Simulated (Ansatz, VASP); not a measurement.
# Two plane-wave programs on Si2Mo

```xyz
3
Lattice="-1.6314 1.6314 4.0076 1.6314 -1.6314 4.0076 1.6314 1.6314 -4.0076" Properties=species:S:1:pos:R:3 pbc="T T T"
Mo    0.0000    0.0000    0.0000
Si    0.0000    0.0000    5.3461
Si    0.0000    0.0000    2.6691
```

Change from the starting cell: volume scaled by 1.06.

Alike in both runs: task single point; functional PBEsol; k mesh 12 × 12 × 12; occupations fermi-dirac, width 0.05 eV; no spin polarisation.

|  | VASP | Ansatz |
| --- | --- | --- |
| version | VASP 6.6.1 | Ansatz 0.2.0 |
| potentials or method | VASP PAW PBE potentials, release 64 (Mo_sv, Si) | Ansatz PAW |
| plane-wave cutoff (eV) | 520 | 420 |
| valence electrons in the cell | 22 | 22 |

Ansatz gave:

* gap on the k mesh at the Fermi level (eV): none
* pressure (GPa): -13.5
* largest component of the traceless stress (GPa): 1.73
* rms of the force components (eV/Å): 0.192

Q: What did VASP give for the same quantities?

A: gap on the k mesh at the Fermi level (eV): none; pressure (GPa): -13.2; largest component of the traceless stress (GPa): 1.72; rms of the force components (eV/Å): 0.190.

Atom by atom the forces differ by 0.002 eV/Å (rms over components). A gap of «none» marks a metal or a gap that the smearing closes.

Caveats: the PAW data sets were made with another functional, which shifts forces and pressure a little (VASP); the PAW data sets come from PBE, with cores solved anew for the run's functional, which leaves a small shift of forces and pressure (Ansatz).
